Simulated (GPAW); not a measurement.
The system is Y.

```
Y
1.0
     3.64740    0.00000    0.00000
    -1.82370    3.15874    0.00000
     0.00000    0.00000    5.73060
Y
2
Direct
  0.66667 0.33333 0.75000
  0.33333 0.66667 0.25000
```

Base run:

| Quantity | Value |
| --- | --- |
| Program | GPAW 26.7.0 |
| Functional | r2SCAN |
| Potentials or basis | GPAW PAW data sets (gpaw-data 1.2.1) |
| Cutoff | 600 eV |
| Basis | pw |
| k mesh | 8 × 8 × 5 |
| Occupations | fermi-dirac, width 0.05 eV |
| Spin | no spin polarisation |

Its results: pressure 0.7 GPa.

Q: The run is repeated on the same cell with these changes: functional from r2SCAN to PBE. What comes out?

A: Pressure -0.2 GPa.

Caveats: the PAW data sets were made with another functional, which shifts forces and pressure a little (some runs).

Not every run made on this cell is shown here.
